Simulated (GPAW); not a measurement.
# B/Pt(110): work function by functional and basis, part 2 of 2

Aim: the work function of both faces of B/Pt(110), and its spread over functionals and bases.

GPAW 26.7.0; GPAW, PAW setups; slab in vacuum, relaxation (the session's first sound run).

So far, upper work function (eV): step 2 (relaxing the atoms, PBE, GPAW) 5.83; step 4 (self-consistent run: xc = "RPBE") 5.75; step 5 (self-consistent run: xc = "LDA") 5.98; step 6 (OptPBE vdW: xc = "optPBE-vdW", GPAW, PAW setups, GPAW) 6.02; step 7 (self-consistent run: xc = "revPBE") 5.75.

## Step 8: Self-consistent run: xc = "vdW-DF2"

The same geometry under vdW-DF2, to see how far the functional moves the levels against the vacuum (the van der Waals functionals take revPBE setups).

Contents of run.py:

```python
import json
import numpy as np
from ase import Atoms
from gpaw import GPAW, PW

slab = Atoms(
    ['Pt', 'Pt', 'Pt', 'Pt', 'Pt', 'B'],
    positions=[
        [0.00000, 0.00000, 7.00000],
        [1.96000, 1.38593, 8.38593],
        [0.00000, 0.00000, 9.77186],
        [1.96000, 1.38593, 11.29629],
        [-0.00000, -0.00000, 12.66557],
        [0.00000, 0.00000, 14.51905]],
    cell=[[3.92, 0.0, 0.0], [0.0, 2.77186, 0.0], [0.0, 0.0, 21.74372]],
    pbc=[True, True, False])

slab.calc = GPAW(mode=PW(500), xc='vdW-DF2', kpts={'size': (8, 11, 1), 'gamma': True},
                 occupations={'name': 'fermi-dirac', 'width': 0.1}, nbands='200%',
                 convergence={'density': 1e-05}, maxiter=200,
                 poissonsolver={'dipolelayer': 'xy'},
                 symmetry={'tolerance': 1e-3}, txt='slab.txt')
result = {}
energy = slab.get_potential_energy()
fermi = slab.calc.get_fermi_level()
v = slab.calc.get_electrostatic_potential().mean((0, 1)) - fermi
n = slab.calc.get_pseudo_density().mean((0, 1))
L = slab.cell[2, 2]
z = np.arange(len(v)) * L / len(v)
low, high = slab.positions[:, 2].min(), slab.positions[:, 2].max()
below, above = np.interp([low - 4.8, high + 4.8], z, v)
slopes = [np.interp(x, z, np.gradient(v, z)) for x in (low - 4.8, high + 4.8)]
eps = np.array([[slab.calc.get_eigenvalues(k, s) for k in range(len(slab.calc.get_ibz_k_points()))]
                for s in range(slab.calc.get_number_of_spins())]) - fermi
top, bottom = eps[eps < 0].max(), eps[eps > 0].min()
dipole = slab.get_dipole_moment()[2]
print(f'energy {energy:.4f} eV, Fermi level {fermi:.4f} eV, dipole {dipole:.5f} e A')
print(f'potential 4.8 A off the faces, from the Fermi level: lower {below:.4f} eV, upper {above:.4f} eV')
print(f'slope of the potential there: lower {slopes[0]:.5f}, upper {slopes[1]:.5f} eV/A')
print(f'nearest levels on the mesh: {top:.4f} and {bottom:.4f} eV')
print('magnetic moment', round(slab.get_magnetic_moment(), 3))
result.update(energy=energy, fermi=fermi, dipole=dipole, below=below, above=above, slopes=slopes, edges=[top, bottom],
              z=z.tolist(), v=v.tolist(), n=n.tolist(), positions=slab.positions.tolist(),
              forces=slab.get_forces(apply_constraint=False).tolist(), moments=slab.get_magnetic_moments().tolist())
json.dump(result, open('result.json', 'w'))
```

Started as:

```bash
$ OMP_NUM_THREADS=1 OPENBLAS_NUM_THREADS=1 python run.py
```

The log of the run:

```text
energy -829.1220 eV, Fermi level 0.3631 eV, dipole -0.02875 e A
potential 4.8 A off the faces, from the Fermi level: lower 5.7603 eV, upper 6.2400 eV
slope of the potential there: lower -0.00074, upper 0.00029 eV/A
nearest levels on the mesh: -0.0080 and 0.0006 eV
magnetic moment 0.0
```

Run time: 7.9 min. Hardware: 1 thread of Arm Neoverse V2, shared host; peak memory 0.67 GiB.

Numbers from this step:

```
dipole along the normal                    : -0.02875 e·Å
levels nearest the Fermi level on the mesh : -0.008009, 5.75e-4 eV from the Fermi level
upper work function                        : 6.240 eV
lower work function                        : 5.760 eV
```

The electrostatic potential energy of an electron (without an applied field's), less the Fermi level, planar mean oscillates, so the rows of the table below give means over windows of 1.45 Å about each position, cut where the curve ends. Its maxima inside the range that stand out by 2 % of the span (Å: eV): 7.7: -8.00, 9.1: -8.51, 10.5: -6.14, 12.0: -8.84, 13.8: 1.76. Its minima: 7.1: -15.0, 8.4: -16.1, 9.8: -15.9, 11.3: -16.1, 12.7: -15.4, 14.5: -5.13.

The electrostatic potential energy of an electron (without an applied field's), less the Fermi level, planar mean by z; means over each step:

```tsv
z (Å)	electrostatic potential energy of an electron (without an applied field's), less the Fermi level, planar mean (eV)
0.72	5.79
2.17	5.76
3.62	5.75
5.07	5.28
6.52	-6.17
7.97	-12.0
9.42	-12.1
10.87	-11.0
12.32	-11.9
13.77	-1.54
15.22	1.93
16.67	6.13
18.12	6.24
19.57	6.24
21.02	6.22
```

The upper face's work function is 6.240 eV, against 5.825 eV in the first plane-wave PBE run at this geometry.

## Step 9: Real-space grid: mode = "fd"

A real-space grid is a second complete basis, so it checks the plane-wave result.

run.py, as its differences from that of step 8:

```diff
@@ -3,3 +3,3 @@
 from ase import Atoms
-from gpaw import GPAW, PW
+from gpaw import GPAW
 
@@ -17,3 +17,3 @@
 
-slab.calc = GPAW(mode=PW(500), xc='vdW-DF2', kpts={'size': (8, 11, 1), 'gamma': True},
+slab.calc = GPAW(mode='fd', h=0.18, xc='PBE', kpts={'size': (8, 11, 1), 'gamma': True},
                  occupations={'name': 'fermi-dirac', 'width': 0.1}, nbands='200%',
```

The log of the run:

```text
energy -34.7334 eV, Fermi level -5.6109 eV, dipole -0.02575 e A
potential 4.8 A off the faces, from the Fermi level: lower 5.3964 eV, upper 5.8253 eV
slope of the potential there: lower -0.00027, upper 0.00008 eV/A
nearest levels on the mesh: -0.0018 and 0.0090 eV
magnetic moment 0.0
```

It took 30 min on 1 thread; peak memory 2.1 GiB.

This step gave:

```yaml
dipole_along_the_normal: -0.02575 e·Å
levels_nearest_the_fermi_level_on_the_mesh: -0.001824, 0.008997 eV from the Fermi level
upper_work_function: 5.825 eV
lower_work_function: 5.396 eV
```

The upper face's work function is 5.825 eV, against 5.825 eV in the first plane-wave PBE run at this geometry.

## Step 10: Atomic orbitals: mode = "lcao"

Atom-centred orbitals end a few angstrom from the surface, which tests how much the density's tail matters.

run.py, as its differences from that of step 9:

```diff
@@ -17,4 +17,4 @@
 
-slab.calc = GPAW(mode='fd', h=0.18, xc='PBE', kpts={'size': (8, 11, 1), 'gamma': True},
-                 occupations={'name': 'fermi-dirac', 'width': 0.1}, nbands='200%',
+slab.calc = GPAW(mode='lcao', basis='dzp', h=0.18, xc='PBE', kpts={'size': (8, 11, 1), 'gamma': True},
+                 occupations={'name': 'fermi-dirac', 'width': 0.1}, nbands='120%',
                  convergence={'density': 1e-05}, maxiter=200,
```

The log of the run:

```text
energy -31.8000 eV, Fermi level -5.6275 eV, dipole -0.02090 e A
potential 4.8 A off the faces, from the Fermi level: lower 5.4534 eV, upper 5.8015 eV
slope of the potential there: lower -0.00040, upper 0.00000 eV/A
nearest levels on the mesh: -0.0019 and 0.0149 eV
magnetic moment 0.0
```

It took 20 min on 1 thread; peak memory 0.5 GiB.

This step gave:

| Property | Result |
| --- | --- |
| dipole along the normal | -0.02090 e·Å |
| levels nearest the Fermi level on the mesh | -0.001866, 0.01495 eV from the Fermi level |
| upper work function | 5.802 eV |
| lower work function | 5.453 eV |

The upper face's work function is 5.802 eV, against 5.825 eV in the first plane-wave PBE run at this geometry.

## Step 11: The ladder

Times are for 1 thread of Arm Neoverse V2, shared host. The series side by side:

```tsv
no.	run	upper work function (eV)	lower work function (eV)	time	memory (GiB)
1	pw	5.825	5.397	7.9 min	0.48
2	RPBE	5.754	5.236	8.1 min	0.48
3	LDA	5.981	5.772	7.8 min	0.48
4	optPBE vdW	6.024	5.586	7.7 min	0.67
5	revPBE	5.749	5.252	8.2 min	0.48
6	vdW DF2	6.240	5.760	7.9 min	0.67
7	fd	5.825	5.396	30 min	2.1
8	lcao	5.802	5.453	20 min	0.5
```

## Step 12: Side by side

Results and costs are gathered.

This step: comparison of work functions, dipole and cost (GPAW 26.7.0).

Ladder, by row:

```tsv
step	code	work function, upper (eV)	work function, lower (eV)	dipole (e Å)	wall time (s)	peak memory (GiB)	threads
pw	GPAW	5.825	5.397	-0.02568	476.2	0.48	1
RPBE	GPAW	5.754	5.236	-0.03109	486.3	0.48	1
LDA	GPAW	5.981	5.772	-0.01246	469.3	0.48	1
optPBE-vdW	GPAW	6.024	5.586	-0.02629	461	0.67	1
revPBE	GPAW	5.749	5.252	-0.02982	494.6	0.48	1
vdW-DF2	GPAW	6.24	5.76	-0.02875	473	0.67	1
fd	GPAW	5.825	5.396	-0.02575	1805	2.06	1
lcao	GPAW	5.802	5.453	-0.0209	1219	0.5	1
```

## Step 13: A changed run

One more run, with changed settings.

This step: GPAW, PAW setups; slab in vacuum (GPAW 26.7.0).

run.py, as its differences from that of step 10:

```diff
@@ -3,3 +3,3 @@
 from ase import Atoms
-from gpaw import GPAW
+from gpaw import GPAW, PW
 
@@ -17,5 +17,5 @@
 
-slab.calc = GPAW(mode='lcao', basis='dzp', h=0.18, xc='PBE', kpts={'size': (8, 11, 1), 'gamma': True},
-                 occupations={'name': 'fermi-dirac', 'width': 0.1}, nbands='120%',
-                 convergence={'density': 1e-05}, maxiter=200,
+slab.calc = GPAW(mode=PW(500), xc='PBE', kpts={'size': (8, 11, 1), 'gamma': True},
+                 occupations={'name': 'fermi-dirac', 'width': 0.1}, nbands='200%',
+                 convergence={'density': 1e-05}, maxiter=50,
                  poissonsolver={'dipolelayer': 'xy'},
@@ -30,4 +30,4 @@
 low, high = slab.positions[:, 2].min(), slab.positions[:, 2].max()
-below, above = np.interp([low - 4.8, high + 4.8], z, v)
-slopes = [np.interp(x, z, np.gradient(v, z)) for x in (low - 4.8, high + 4.8)]
+below, above = np.interp([low - 1.0, high + 1.0], z, v)
+slopes = [np.interp(x, z, np.gradient(v, z)) for x in (low - 1.0, high + 1.0)]
 eps = np.array([[slab.calc.get_eigenvalues(k, s) for k in range(len(slab.calc.get_ibz_k_points()))]
@@ -37,3 +37,3 @@
 print(f'energy {energy:.4f} eV, Fermi level {fermi:.4f} eV, dipole {dipole:.5f} e A')
-print(f'potential 4.8 A off the faces, from the Fermi level: lower {below:.4f} eV, upper {above:.4f} eV')
+print(f'potential 1.0 A off the faces, from the Fermi level: lower {below:.4f} eV, upper {above:.4f} eV')
 print(f'slope of the potential there: lower {slopes[0]:.5f}, upper {slopes[1]:.5f} eV/A')
```

The log of the run:

```text
energy -34.6237 eV, Fermi level 0.5011 eV, dipole -0.02568 e A
potential 1.0 A off the faces, from the Fermi level: lower 2.5077 eV, upper 4.4872 eV
slope of the potential there: lower -8.32725, upper 3.64700 eV/A
nearest levels on the mesh: -0.0008 and 0.0091 eV
magnetic moment 0.0
```

Wall time 8.1 min (1 thread); peak memory 0.48 GiB.

The run finished. A setting was moved off its sound value on purpose, so it serves as a test and not as the result.

The fault put into the input: the potential probed 1 A off the face (probe = 1.0).

## Step 14: Results

```
work function, upper and lower face : 5.825 and 5.397 eV
dipole along the normal             : -0.0257 e Å
```

**Reading.** With plane waves and PBE the work function is 5.83 eV on the upper face and 5.40 eV on the lower. The two faces differ by 0.43 eV, the step that the slab's dipole makes (e p/(ε0 A) gives 0.43 eV), so the dipole layer is needed. Over the sound runs of the table the upper face's work function spans 5.749 (revPBE) to 6.240 eV (vdW-DF2). The cell of 10.9 Å² holds one B, started on one chosen site; other sites and coverages weren't tried. The in-plane lattice was kept as typed, which isn't the functional's own and leaves some strain; spin-orbit coupling and temperature are left out.

[Logs are printed without paths, hosts, clocks, repeated set-up lines and the standing remarks that a program may print on its own settings, such as how far it seeks lower states.]

[Hosts, paths, dates, database ids (printed as entryN), source tags and the programs' standing remarks are cut or masked in the printed files.]
